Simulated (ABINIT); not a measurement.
**ZrN: band structure with RPBE**

The system is ZrN.

```
CELL_PARAMETERS angstrom
0.00000 2.30000 2.30000
2.30000 0.00000 2.30000
2.30000 2.30000 0.00000
ATOMIC_POSITIONS crystal
Zr 0.50000 0.50000 0.50000
N 0.00000 0.00000 0.00000
```

| Item | Value |
| --- | --- |
| Program | ABINIT 10.8.3 (patched build) |
| Task | band structure |
| Functional | RPBE |
| Potentials or basis | JTH PAW PBE v2.0 |
| Cutoff | 707 eV |
| k mesh | 10 × 10 × 10 |
| Occupations | fermi-dirac, width 0.05 eV |
| Spin | spin-orbit coupling, no magnetisation |
| Fine-grid cutoff | 1306.15 eV |
| Exchange and correlation inside the PAW spheres | full angular mesh (pawxcdev 0, this build's default; the released program takes 1) |

```yaml
Pressure: 2.7 GPa
Band_gap_on_the_k_mesh: none (metal or under the smearing width)
Valence_electrons_inside_the_program's_atomic_spheres: Zr 9.07; N 2.57
```

Levels at the corners of the path, in eV from the Fermi level:
| point | band 14 | band 15 | band 16 | band 17 | band 18 | band 19 |
| --- | --- | --- | --- | --- | --- | --- |
| Γ | -2.68 | -2.68 | -2.68 | -0.45 | -0.45 | -0.45 |
| X | -3.47 | -3.26 | -3.26 | -3.16 | -3.16 | 3.27 |
| W | -4.86 | -4.71 | -4.71 | 0.95 | 0.95 | 0.99 |
| K | -4.79 | -4.48 | -4.48 | -0.74 | -0.74 | 3.32 |
| Γ | -2.68 | -2.68 | -2.68 | -0.45 | -0.45 | -0.45 |
| L | -5.69 | -5.68 | -5.68 | 2.92 | 2.92 | 2.98 |
| U | -4.79 | -4.48 | -4.48 | -0.74 | -0.74 | 3.32 |
| W | -4.86 | -4.71 | -4.71 | 0.95 | 0.95 | 0.99 |
| L | -5.69 | -5.68 | -5.68 | 2.92 | 2.92 | 2.98 |
| K | -4.79 | -4.48 | -4.48 | -0.74 | -0.74 | 3.32 |

Run time: 4.2 min on 1 thread of Arm Neoverse V1, with other jobs on the host, peak memory 0.22 GiB.

Caveat: the PAW data sets were made with another functional, which shifts forces and pressure a little.
